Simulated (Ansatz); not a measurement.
# WS2: the cell at several levels of theory

How does the equilibrium cell of WS2 in the 3R-MoS2 structure depend on the functional? It is relaxed with PBE-D3(BJ), r2SCAN+rVV10 and PBE-D4.

Program: Ansatz 0.2.0. PAW datasets, plane waves, zero pressure. No spin polarisation and no zero-point or thermal motion.

## 1. The system as given

This is the cell as the run starts from it, not yet at rest; its lengths are not the crystal's.

The symmetry is R3m (No. 160, trigonal); conventional cell a = 3.601 Å, c = 19.301 Å, 24.09 Å³ an atom. Near W stand 6 S at 2.72 Å; near S stand 3 W at 2.72 Å.

Structure file:

```xyz
3
Lattice="1.8007 1.0396 6.4338 -1.8007 1.0396 6.4338 0.0000 -2.0792 6.4338" Properties=species:S:1:pos:R:3 pbc="T T T"
W     0.0000    0.0000    0.0000
S     0.0000    0.0000    8.1919
S     0.0000    0.0000    4.6756
```

## 2. PBE-D3(BJ): cell and atoms

input.yaml reads:

```yaml
crystal:
  lattice:
    - [1.80067839, 1.0396221532, 6.43378536]
    - [-1.80067839, 1.0396221532, 6.43378536]
    - [0.0, -2.0792443064, 6.43378536]
  atoms:
    - { symbol: W, position: [0.0, 0.0, 0.0] }
    - { symbol: S, position: [0.4244224088, 0.4244224088, 0.4244224088] }
    - { symbol: S, position: [0.2422442579, 0.2422442579, 0.2422442579] }
kpoints:
  mp_grid: { grid: [8, 8, 8] }
hamiltonian:
  xc: pbe
  dispersion: d3bj
scf:
  occupations: { method: fermi_dirac, width: 0.02 }
relax:
  f_tol: 0.005
  cell: {}
output:
  write_density: true
  write_potential: true
  elf: true
  volumetric_format: npy
```

Run with:

```bash
$ ansatz run input.yaml --threads 4 --pin off --max-ram 7372MiB --backend cpu --events-out ev --progress --plain --runs-dir out
```

Log:

```text
Warning: RAYON_NUM_THREADS=4 ignored (pool sized by the plan → 4); use --threads N
basis.fft_grid_basis auto: the FFT boxes are laid along the combinations [[1, -1, 0], [0, 1, 0], [0, -1, 1]] of the cell's own vectors, 3.601, 6.761 and 3.601 Å long. The dense box has 25×48×25 points. Along the cell's own vectors, as sized, it would have 48×48×48, 3.69 times as many. Of the 6 symmetry operations that the crystal satisfies within crystal.symmetry.tolerance (time reversal apart; of a slab, those that keep its plane) the dense box along the cell's own vectors carries 6, and the one as laid loses 4 of those. basis.fft_grid_basis: typed keeps the cell's own vectors: state it where this run's energies or levels are differenced outside the engine with another run's, or held beside a run that keeps those vectors. Those combinations have planes normal to reciprocal vector 3, as the cell's own vectors have. Each planar average written beside output.write_density, output.write_potential has a row for each plane of the box: 25. The volumetric files lie along those combinations, not along the cell's own vectors: a cube or XSF file states them, and fields.json those of NumPy files.
Engine: ansatz 0.2.0, x86_64-unknown-linux-gnu
Pseudopotentials: kind: paw
Pseudopotential: W, paw, valence charge 14, recommended cutoff 420 eV (normal), W.paw.azcp
Pseudopotential: S, paw, valence charge 6, recommended cutoff 420 eV (normal), S.paw.azcp
Functional definition: PBE
  parameter kappa = 0.804
  parameter beta = 0.06672455060314922
  exchange = pbe_x(kappa = kappa, mu = beta*pi^2/3)
  correlation = pbe_c(beta = beta)
Crystal: 3 atoms, lattice volume = 72.265 Å³
Basis set: ecut = 420 eV, 1407 PW (Γ), FFT grids on a1−a2, a2, −a2+a3, exchange–correlation on 50×96×50 points (8 copies of the dense FFT grid, shifted against one another)
Bands: 17, of which v1, the nominal top of the filled ones, is band 13 counted from 1 (12 counted from 0)
Symmetry: 6 space group operations
Space group: R3m (ITA 160), of the structure as read, at distance tolerance 4.2e-5 Å
k-points: 65 of 512 (time reversal used)
Non-local potential: W, projectors of the file, l = 0: 3, l = 1: 2, l = 2: 2, l = 3: 1
Non-local potential: S, projectors of the file, l = 0: 2, l = 1: 2, l = 2: 2
PAW form: soft (Blöchl's): semilocal exchange-correlation on the pseudo side does not see the compensation charge
PAW one-centre angular grid: W, 590 points (default); XC on 64 Gauss nodes
PAW one-centre angular grid: S, 110 points (default); XC on 64 Gauss nodes
Initial density: superposition of atomic densities (neutral atoms: chi_scale 0, normalization atom), corrected by the library's trained network
Initial wavefunctions: pseudopotential atomic-orbital guess
Functional: x = pbe(κ = 0.804, μ = 0.2195149727645171), c = pbe(β = 0.06672455060314922)
SCF iter   1: F=—  HF=-12189.960523 eV  |F-HF|=—  |Δ(HF+E_count)|=         —  Δρ=6.04e-3  dr2=5.72e-2  ethr=1.77e-3  ⟨swp⟩=6.0  Hψ=6008  notcnv=0
preconditioner: auto → none  [insulator: Δε(μ)=0.870 eV  Ē_g=6.533 eV  σ=0.020 eV  W_gap=1.00  n_scr=16 (ndim 8)  ℏωp=18.5 eV  f_vac=0.022  D(μ)=0.00/eV (n_scr^D=0)  ε∞_Penn≈9.0]
SCF iter   2: F=—  HF=-12190.011139 eV  |F-HF|=—  |Δ(HF+E_count)|=   5.06e-2  Δρ=1.30e-2  dr2=4.34e-1  ethr=2.20e-4  ⟨swp⟩=3.3  Hψ=2404  notcnv=0  recentre
SCF iter   3: F=—  HF=-12189.957605 eV  |F-HF|=—  |Δ(HF+E_count)|=   5.35e-2  Δρ=2.75e-3  dr2=4.10e-3  ethr=2.20e-4  ⟨swp⟩=3.0  Hψ=1932  notcnv=0
SCF iter   4: F=—  HF=-12189.960134 eV  |F-HF|=—  |Δ(HF+E_count)|=   2.53e-3  Δρ=5.50e-4  dr2=2.07e-4  ethr=1.58e-5  ⟨swp⟩=2.0  Hψ=2280  notcnv=0
SCF iter   5: F=—  HF=-12189.960219 eV  |F-HF|=—  |Δ(HF+E_count)|=   8.50e-5  Δρ=2.68e-4  dr2=1.09e-4  ethr=7.94e-7  ⟨swp⟩=2.0  Hψ=1596  notcnv=0
SCF iter   6: F=—  HF=-12189.960213 eV  |F-HF|=—  |Δ(HF+E_count)|=   6.24e-6  Δρ=8.76e-5  dr2=3.48e-6  ethr=4.20e-7  ⟨swp⟩=2.2  Hψ=1434  notcnv=0
SCF iter   7: F=—  HF=-12189.960245 eV  |F-HF|=—  |Δ(HF+E_count)|=   3.14e-5  Δρ=2.80e-5  dr2=3.43e-7  ethr=1.34e-8  ⟨swp⟩=2.0  Hψ=1600  notcnv=0
SCF iter   8: F=-12189.960245 eV  HF=-12189.960245 eV  |F-HF|=1.20e-8  |Δ(HF+E_count)|=   2.43e-7  Δρ=5.86e-6  dr2=9.28e-9  ethr=3.85e-10  ⟨swp⟩=9.0  Hψ=7090  notcnv=0
WARN: dispersion: an atom stands within reach of a switch of its C6 between two reference coordination numbers of its element: through that C6 alone, e_disp changes by 0.025 eV or more while the distances to its neighbours run over a stretch of 0.05 Å that contains this geometry (sites counted from 0 in the run's list of atoms or, in a supercell that it derives, in that cell's: here a list of 3) — site 0 (W): coordination number 6.234 (about 5.77 to 6.70 with every neighbour 0.05 Å farther or nearer), switch near 6.422 between the references 1.929 (weight 1.00) and 10.915 (weight 0.00), e_disp changing by some 0.12 eV. This is how the published method behaves, and the energy and the forces stay consistent. Where you compare this geometry's total energy with another's, compare their components.e_disp too, and, where the geometries are yours to choose, keep both on one side of the switch, which a site's coordination number tells: a relaxation that ends in reach of it can search the other side under relax.adjacent_minimum: search, except where no move that the cell, the constraints and the symmetry allow carries the atom there
SCF 1 converged in 8 iterations: F = -12189.960245 eV  dr2 = 9.28e-9
relax step   1: F+E_penalty+E_count = -12189.96024488 eV  Δ(F+E_penalty+E_count) = +0.000e0 eV  max|allowed force component| = 3.587e0 eV/Å  Δτ_max = 0.0000 Å  P = -28.690 GPa  Ω = 72.265 Å³  (8 SCF iters, dr2 threshold 1.00e-7 eV, accepted)
Crystal: 3 atoms, lattice volume = 63.318 Å³
Basis set: ecut = 420 eV, 1245 PW (Γ), FFT grids on a1−a2, a2, −a2+a3, exchange–correlation on 50×96×50 points (8 copies of the dense FFT grid, shifted against one another)
Initial density: handed on by an earlier stage of this run
Initial wavefunctions: those handed on with the density
iter 1 solved again at ethr=9.53e-4 eV; its pass at ethr=3.10e-3 eV (dr2=2.48e-1 eV) is discarded
SCF iter   1: F=—  HF=-12192.019927 eV  |F-HF|=—  |Δ(HF+E_count)|=         —  Δρ=1.55e-2  dr2=2.52e-1  ethr=9.53e-4  ⟨swp⟩=1.0  Hψ=7658  notcnv=0
preconditioner: auto → none  [insulator: Δε(μ)=0.131 eV  Ē_g=7.874 eV  σ=0.020 eV  W_gap=0.83  n_scr=16 (ndim 8)  ℏωp=19.8 eV  f_vac=0.030  D(μ)=0.09/eV (n_scr^D=0)  ε∞_Penn≈7.3]
SCF iter   2: F=—  HF=-12192.050249 eV  |F-HF|=—  |Δ(HF+E_count)|=   3.03e-2  Δρ=1.57e-2  dr2=4.82e-1  ethr=9.53e-4  ⟨swp⟩=3.0  Hψ=2004  notcnv=0
SCF iter   3: F=—  HF=-12191.969638 eV  |F-HF|=—  |Δ(HF+E_count)|=   8.06e-2  Δρ=5.44e-3  dr2=1.25e-2  ethr=9.53e-4  ⟨swp⟩=2.9  Hψ=2037  notcnv=0
SCF iter   4: F=—  HF=-12191.967601 eV  |F-HF|=—  |Δ(HF+E_count)|=   2.04e-3  Δρ=1.28e-3  dr2=5.12e-4  ethr=4.82e-5  ⟨swp⟩=2.6  Hψ=1904  notcnv=0
SCF iter   5: F=—  HF=-12191.967679 eV  |F-HF|=—  |Δ(HF+E_count)|=   7.73e-5  Δρ=3.01e-4  dr2=3.49e-5  ethr=1.97e-6  ⟨swp⟩=2.1  Hψ=1628  notcnv=0
SCF iter   6: F=—  HF=-12191.967680 eV  |F-HF|=—  |Δ(HF+E_count)|=   1.24e-6  Δρ=9.70e-5  dr2=1.24e-5  ethr=1.34e-7  ⟨swp⟩=2.0  Hψ=1599  notcnv=0
SCF iter   7: F=—  HF=-12191.967678 eV  |F-HF|=—  |Δ(HF+E_count)|=   1.56e-6  Δρ=4.28e-5  dr2=2.05e-6  ethr=4.76e-8  ⟨swp⟩=2.0  Hψ=1575  notcnv=0
SCF iter   8: F=-12191.967678 eV  HF=-12191.967678 eV  |F-HF|=2.66e-8  |Δ(HF+E_count)|=   2.64e-7  Δρ=1.38e-5  dr2=8.99e-8  ethr=1.15e-9  ⟨swp⟩=8.2  Hψ=7825  notcnv=0
SCF 2 converged in 8 iterations: F = -12191.967678 eV  dr2 = 8.99e-8
relax step   2: F+E_penalty+E_count = -12191.96767797 eV  Δ(F+E_penalty+E_count) = -2.007e0 eV  max|allowed force component| = 2.167e-1 eV/Å  Δτ_max = 0.1950 Å  P = -14.199 GPa  Ω = 63.318 Å³  energy of the carried Pulay correction = +8.208e-4 eV  (8 SCF iters, dr2 threshold 3.00e-7 eV, accepted)
Crystal: 3 atoms, lattice volume = 56.881 Å³
Basis set: ecut = 420 eV, 1125 PW (Γ), FFT grids on a1−a2, a2, −a2+a3, exchange–correlation on 50×96×50 points (8 copies of the dense FFT grid, shifted against one another)
iter 1 solved again at ethr=5.62e-4 eV; its pass at ethr=3.10e-3 eV (dr2=1.46e-1 eV) is discarded
SCF iter   1: F=—  HF=-12192.557751 eV  |F-HF|=—  |Δ(HF+E_count)|=         —  Δρ=7.45e-3  dr2=1.47e-1  ethr=5.62e-4  ⟨swp⟩=1.0  Hψ=7941  notcnv=0
preconditioner: auto → none  [insulator: Δε(μ)=0.588 eV  Ē_g=8.576 eV  σ=0.020 eV  W_gap=1.00  n_scr=16 (ndim 8)  ℏωp=20.9 eV  f_vac=0.020  D(μ)=0.00/eV (n_scr^D=0)  ε∞_Penn≈6.9]
SCF iter   2: F=—  HF=-12192.591551 eV  |F-HF|=—  |Δ(HF+E_count)|=   3.38e-2  Δρ=1.34e-2  dr2=3.62e-1  ethr=5.62e-4  ⟨swp⟩=3.0  Hψ=2023  notcnv=0  recentre
SCF iter   3: F=—  HF=-12192.530361 eV  |F-HF|=—  |Δ(HF+E_count)|=   6.12e-2  Δρ=2.38e-3  dr2=6.85e-3  ethr=5.62e-4  ⟨swp⟩=3.0  Hψ=2181  notcnv=0
SCF iter   4: F=—  HF=-12192.529351 eV  |F-HF|=—  |Δ(HF+E_count)|=   1.01e-3  Δρ=9.07e-4  dr2=2.63e-4  ethr=2.64e-5  ⟨swp⟩=2.0  Hψ=1751  notcnv=0
SCF iter   5: F=—  HF=-12192.529436 eV  |F-HF|=—  |Δ(HF+E_count)|=   8.57e-5  Δρ=1.23e-4  dr2=1.12e-5  ethr=1.01e-6  ⟨swp⟩=2.2  Hψ=1665  notcnv=0
SCF iter   6: F=—  HF=-12192.529435 eV  |F-HF|=—  |Δ(HF+E_count)|=   1.54e-6  Δρ=2.97e-5  dr2=8.44e-7  ethr=4.31e-8  ⟨swp⟩=2.0  Hψ=1690  notcnv=0
SCF iter   7: F=—  HF=-12192.529435 eV  |F-HF|=—  |Δ(HF+E_count)|=   2.13e-7  Δρ=2.22e-5  dr2=1.00e-6  ethr=1.15e-9  ⟨swp⟩=10.6  Hψ=8077  notcnv=0
SCF iter   8: F=-12192.529435 eV  HF=-12192.529435 eV  |F-HF|=5.38e-10  |Δ(HF+E_count)|=   1.95e-7  Δρ=5.23e-6  dr2=1.23e-8  ethr=1.15e-9  ⟨swp⟩=8.0  Hψ=7832  notcnv=0
SCF 3 converged in 8 iterations: F = -12192.529435 eV  dr2 = 1.23e-8
relax step   3: F+E_penalty+E_count = -12192.52943470 eV  Δ(F+E_penalty+E_count) = -5.618e-1 eV  max|allowed force component| = 5.422e-1 eV/Å  Δτ_max = 0.0171 Å  P = -4.068 GPa  Ω = 56.881 Å³  energy of the carried Pulay correction = +1.482e-3 eV  (8 SCF iters, dr2 threshold 3.00e-7 eV, accepted)
[... 11 lines left out ...]
relax step   4: F+E_penalty+E_count = -12192.63221961 eV  Δ(F+E_penalty+E_count) = -1.028e-1 eV  max|allowed force component| = 3.082e-1 eV/Å  Δτ_max = 0.1458 Å  P = +2.202 GPa  Ω = 50.039 Å³  energy of the carried Pulay correction = +2.261e-3 eV  (6 SCF iters, dr2 threshold 3.00e-7 eV, accepted)
[... 12 lines left out ...]
relax step   5: F+E_penalty+E_count = -12192.65991248 eV  Δ(F+E_penalty+E_count) = -2.769e-2 eV  max|allowed force component| = 2.069e-2 eV/Å  Δτ_max = 0.0569 Å  P = -0.486 GPa  Ω = 52.476 Å³  energy of the carried Pulay correction = +1.974e-3 eV  (7 SCF iters, dr2 threshold 3.00e-7 eV, accepted)
[... 12 lines left out ...]
relax step   6: F+E_penalty+E_count = -12192.66030063 eV  Δ(F+E_penalty+E_count) = -3.882e-4 eV  max|allowed force component| = 1.033e-2 eV/Å  Δτ_max = 0.0042 Å  P = +0.038 GPa  Ω = 52.187 Å³  energy of the carried Pulay correction = +2.007e-3 eV  (6 SCF iters, dr2 threshold 3.00e-7 eV, accepted)
[... 12 lines left out ...]
relax step   7: F+E_penalty+E_count = -12192.66030988 eV  Δ(F+E_penalty+E_count) = -9.246e-6 eV  max|allowed force component| = 3.693e-4 eV/Å  Δτ_max = 0.0012 Å  P = -0.001 GPa  Ω = 52.165 Å³  energy of the carried Pulay correction = +2.010e-3 eV  (6 SCF iters, accepted)
Basis set: ecut = 420 eV, 999 PW (Γ), FFT grids on a1−a2, a2, −a2+a3, exchange–correlation on 48×90×48 points (8 copies of the dense FFT grid, shifted against one another)
Initial wavefunctions: pseudopotential atomic-orbital guess (no wavefunctions were taken with the density)
iter 1 solved again at ethr=3.12e-7 eV; its pass at ethr=3.10e-3 eV (dr2=8.11e-5 eV) is discarded
SCF iter   1: F=—  HF=-12192.658621 eV  |F-HF|=—  |Δ(HF+E_count)|=         —  Δρ=3.38e-4  dr2=7.63e-6  ethr=3.12e-7  ⟨swp⟩=3.0  Hψ=9495  notcnv=0
SCF iter   2: F=—  HF=-12192.658620 eV  |F-HF|=—  |Δ(HF+E_count)|=   7.21e-7  Δρ=1.66e-4  dr2=1.73e-6  ethr=2.94e-8  ⟨swp⟩=1.4  Hψ=1355  notcnv=0
SCF iter   3: F=—  HF=-12192.658622 eV  |F-HF|=—  |Δ(HF+E_count)|=   2.03e-6  Δρ=1.01e-5  dr2=3.73e-8  ethr=6.64e-9  ⟨swp⟩=2.3  Hψ=1923  notcnv=0
SCF iter   4: F=—  HF=-12192.658622 eV  |F-HF|=—  |Δ(HF+E_count)|=  7.60e-10  Δρ=4.02e-6  dr2=1.55e-8  ethr=1.43e-10  ⟨swp⟩=2.6  Hψ=1834  notcnv=0
SCF iter   5: F=—  HF=-12192.658622 eV  |F-HF|=—  |Δ(HF+E_count)|=   1.70e-9  Δρ=1.66e-6  dr2=1.34e-9  ethr=5.97e-11  ⟨swp⟩=2.2  Hψ=1398  notcnv=0
SCF iter   6: F=—  HF=-12192.658622 eV  |F-HF|=—  |Δ(HF+E_count)|=  2.22e-10  Δρ=3.68e-7  dr2=8.84e-11  ethr=5.15e-12  ⟨swp⟩=2.1  Hψ=1567  notcnv=0
SCF iter   7: F=-12192.658622 eV  HF=-12192.658622 eV  |F-HF|=1.82e-12  |Δ(HF+E_count)|=  1.64e-11  Δρ=4.57e-8  dr2=1.15e-12  ethr=1.00e-12  ⟨swp⟩=7.0  Hψ=5315  notcnv=0
SCF 8 converged in 7 iterations: F = -12192.658622 eV  dr2 = 1.15e-12
relax step   8: F+E_penalty+E_count = -12192.65862247 eV  Δ(F+E_penalty+E_count) = +1.687e-3 eV  max|allowed force component| = 9.119e-4 eV/Å  Δτ_max = 0.0000 Å  P = -0.006 GPa  Ω = 52.165 Å³  stress off target by 9.13e-3 GPa  SCF on the basis re-selected at this cell (its energy is not comparable with the rows above)  (7 SCF iters)
basis re-selected at this cell: Δ(F+E_penalty+E_count) = +1.687e-3 eV, ΔP = -0.005 GPa vs the last step (what re-selecting the basis moved, of the pressure what is left beyond the Pulay correction that the steps carried, after the strain that the cell walked since its last selection, with what the two solves' SCF thresholds leave and, on support functions, any second-order correction that the steps lacked; it is no measure of the basis error at this ecutwfc). The dense FFT grid was sized anew with the basis: this SCF ran on 24×45×24 points, the steps before it on 25×48×25, so part of this shift can come from that change (see relax.cell in the input reference). This SCF's stress stands 9.13e-3 GPa from its target on what of the cell is left free (relax.cell.stress_tol is 5.00e-2 GPa) and its largest allowed force component is 9.12e-4 eV/Å (relax.f_tol is 5.00e-3 eV/Å): within both
SCF converged after 7 iterations
Free energy (F): -12192.658622 eV
Harris-Foulkes:  -12192.658622 eV  (|F-HF|=1.82e-12)
Internal energy: -12192.658622 eV  (E = F + TS)
E sigma→0 (E₀):  -12192.658622 eV
Fermi energy:    12.676593 eV
--- Per-component energies (eV) ---
  E_band       = -177.465889
  E_kinetic    = 667.318849
  E_local      = -1663.694492  (includes V_loc(G=0)·N_el)
  E_nonlocal   = 57.431773
  E_hartree    = 656.147671
  E_xc         = -462.623386
  E_vxc        = -415.681207  (∫ρ·V_xc dr)
  E_paw        = -9763.169831  (= ΣΔE_a)
  E_vpaw       = -135.136069  (= ΣTr[D̂ρ^β])
  E_aug_tail   = -0.000062  (compensation charges beyond the density's cutoff)
  E_ewald      = -1682.759287
  E_disp       = -1.309858  (pairwise vdW)
  E_smearing   = -0.000000  (= −TS)
  E_closure    = 0.000000  (closes the sum)
  Σ components = -12192.658622   (vs F -12192.658622, Δ=0.00e0)
--- Forces (eV/Å), atoms counted from 1 ---
  atom   1  W     -0.00000000     0.00000000    -0.00000407
  atom   2  S     -0.00000000     0.00000000     0.00091194
  atom   3  S      0.00000000    -0.00000000    -0.00090790
  max |Σ_I F_I| component: 2.85e-8 eV/Å
--- Stress (GPa, compression-positive) ---
       -0.009125       0.000000      -0.000000
        0.000000      -0.009125      -0.000000
       -0.000000      -0.000000       0.001142
  P = ⅓ Tr σ = -0.0057 GPa (-0.057 kbar)
--- Band table (eV; the first three rows and the last of 65) ---
  k-point 0: bands = ["-62.4736", "-26.7749", "-26.5934", "-26.5934", "-3.5950", "-1.5356", "4.3428", "8.6095", "8.6095", "9.8217", "9.8217", "10.7433", "10.8237", "14.2895", "14.2895", "14.6007", "14.6007"]
  k-point 1: bands = ["-62.4709", "-26.7650", "-26.6478", "-26.6060", "-3.3297", "-1.4633", "4.6690", "7.9799", "8.8681", "9.0199", "9.4298", "10.6878", "10.9665", "13.8976", "14.3498", "14.3904", "14.7359"]
  k-point 2: bands = ["-62.4642", "-26.7769", "-26.7411", "-26.6363", "-2.6202", "-1.2702", "5.3775", "6.8578", "7.7857", "8.7062", "9.5035", "10.2242", "10.4694", "13.4460", "14.1316", "15.0141", "15.4243"]
  k-point 64: bands = ["-62.4736", "-26.7750", "-26.5934", "-26.5934", "-3.2981", "-2.0886", "5.5811", "8.1206", "8.5858", "8.5858", "9.8706", "9.8706", "12.1714", "14.3728", "14.3728", "14.4565", "14.4565"]
--- Relaxed structure (7 steps of the walk, 7 accepted, 1 SCFs on fresh bases) ---
  F+E_penalty+E_count = -12192.65862247 eV   max|allowed force component| = 9.119e-4 eV/Å   (the final SCF, on the basis selected at the relaxed cell)
  cell:  # Å, volume = 52.1647 Å³
    - [1.5787673149016908, 0.9115017342462739, 6.041573605471575]
    - [-1.5787673149016908, 0.9115017342462739, 6.041573605471575]
    - [5.446702841289685e-33, -1.8230034684925487, 6.041573605471575]
  atoms:
    - { symbol: W, position: [-2.3100382595420124e-5, -2.3100382595420124e-5, -2.310038259542011e-5] }
    - { symbol: S, position: [0.42010889097884163, 0.42010889097884163, 0.4201088909788415] }
    - { symbol: S, position: [0.24658087610375387, 0.24658087610375387, 0.24658087610375382] }
```

It took 14 s on 4 threads of Intel Xeon 6975P-C (Granite Rapids), shared host; peak memory 0.53 GiB.

Step by step:

| step | energy change (meV/atom) | largest force (eV/Å) | pressure (GPa) | volume (Å³/atom) |
| --- | --- | --- | --- | --- |
| 1 | 0.0 | 3.5873 | -28.69 | 24.088 |
| 2 | -669.1 | 0.2167 | -14.20 | 21.106 |
| 3 | -856.4 | 0.5422 | -4.07 | 18.960 |
| 4 | -890.7 | 0.3082 | 2.20 | 16.680 |
| 5 | -899.9 | 0.0207 | -0.49 | 17.492 |
| 6 | -900.0 | 0.0103 | 0.04 | 17.396 |
| 7 | -900.0 | 0.0004 | 0.00 | 17.388 |
| 8 | -899.5 | 0.0009 | -0.01 | 17.388 |

Step 8 solves the same cell on a plane-wave basis chosen anew, so the energy can jump there without a move.

The table lists every geometry solved, with passes on a fresh basis, whose energies don't compare exactly with the rows above.

```
                       before   after    change
                a (Å)   3.601   3.158  -12.32 %
                c (Å)  19.301  18.125   -6.10 %
     volume (Å³/atom)  24.088  17.388  -27.81 %
shortest distance (Å)   2.723   2.407  -11.60 %
          space group     R3m     R3m      same
```

The maps below are laid out on this run's own conventional cell (a, b, c = 3.158, 3.158, 18.125 Å).

Density in a lattice plane of the grid's cell (edges 3.16 and 18.12 Å, at 0.000 of the third edge), which holds W and S.

Ten even steps from '0' (0.00 e/Å³) to '9' (4.38 e/Å³):
```
210101
000100
000000
000000
001110
000100
001110
001110
000000
000000
220002
121012
001110
110001
021012
110001
000000
000100
210101
891019
```
Columns run along the first of these edges and rows up along the second, over one cell in 6 and 20 even steps from the bottom left corner. Atoms in the plane (fractional): W at (1.00, 1.00), S at (0.00, 0.42), S at (1.00, 0.25).

ELF in the same plane.

Ten even steps from ' ' (0.00) to '@' (0.94):
```
==::++**++::
..--##%%##--
    ..::..  
    ==**==  
  ::##@@##::
::::::--::::
==--::::::--
  ::##%%##::
  ..**%%**..
==..      ..
%%@@**  **@@
..####..####
----::--::--
****::..::**
  **##..##**
@@@@==  ==@@
    ..--..  
..--##%%##--
==::++**++::
  ##::--::##
```
Columns run along the first of these edges and rows up along the second, over one cell in 6 and 20 even steps from the bottom left corner. Atoms in the plane (fractional): W at (1.00, 1.00), S at (0.00, 0.42), S at (1.00, 0.25).

Both are smooth fields of the valence electrons: close to the nuclei they are not physical.

The highest ELF values outside the cores: 0.95 beside S, off the lines to its neighbours, 0.9 Å from S; 0.87 on the S–W line, 0.8 Å from S; 0.87 in the shell around S, 0.8 Å from S.

[end of part 1 of 3]
